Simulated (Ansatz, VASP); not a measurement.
Two plane-wave programs on CdSe

```
Cd Se
1.0
     0.00000    2.74174    2.74174
     2.74174    0.00000    2.74174
     2.74174    2.74174    0.00000
Cd Se
1 1
Direct
  0.00000 0.00000 0.00000
  0.25000 0.25000 0.25000
```

Change from the starting cell: volume scaled by 0.76, PAW files.

Alike in both runs: task single point; functional LDA; k mesh 12 × 12 × 12; occupations fermi-dirac, width 0.05 eV; no spin polarisation.

|  | VASP | Ansatz |
| --- | --- | --- |
| version | VASP 6.6.1 | Ansatz 0.2.0 |
| potentials or method | VASP PAW LDA potentials, release 64 (Cd, Se) | PAW with Ansatz's default frozen-core files, scalar-relativistic |
| plane-wave cutoff (eV) | 520 | 420 |
| valence electrons in the cell | 18 | 36 |

```csv
,VASP,Ansatz,Ansatz less VASP
pressure (GPa),31.7,30.1,-1.57
```

The two sets of potentials don't hold the same shells in valence.

Caveats: so large a pressure means that the cell lies far from this level's equilibrium, or that cutoff or potentials fall short (VASP).
